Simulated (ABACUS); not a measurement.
The system is MoP.

```
Mo P
1.0
     3.22300    0.00000    0.00000
    -1.61150    2.79120    0.00000
     0.00000    0.00000    3.19100
Mo P
1 1
Direct
  0.00000 0.00000 0.00000
  0.33333 0.66667 0.50000
```

* Program: ABACUS 3.10.1
* Task: single point
* Functional: PBE
* Potentials or basis: PseudoDojo NC SR 0.4.1 PBE standard
* Cutoff: 1102 eV
* Density cutoff: 4408 eV
* Basis: plane waves
* k mesh: 10 × 10 × 8
* Occupations: fermi-dirac, width 0.05 eV
* Spin: no spin polarisation

On this cell: pressure 2.8 GPa; largest force under 0.003 eV/Å; band gap on the k mesh none (metal or under the smearing width).

The same run follows on a disturbed copy (atoms moved at random, drawn with an rms of 0.05 Å):

```
CELL_PARAMETERS angstrom
3.22300 0.00000 0.00000
-1.61150 2.79120 0.00000
0.00000 0.00000 3.19100
ATOMIC_POSITIONS crystal
Mo 0.99571 0.00610 0.00142
P 0.32258 0.67395 0.49012
```

What changes?

The energy (extrapolated to zero smearing) moves by +6.4 meV/atom; pressure 3.0 GPa; largest force 0.601 eV/Å; band gap on the k mesh none (metal or under the smearing width).

Forces in eV/Å, atoms in the order of the input:
```
Mo  -0.330  0.052 -0.500
P    0.330 -0.052  0.500
```

Stress tensor (GPa, compression positive):
```
 3.33 -0.95  0.22
-0.95  3.06 -0.04
 0.22 -0.04  2.60
```
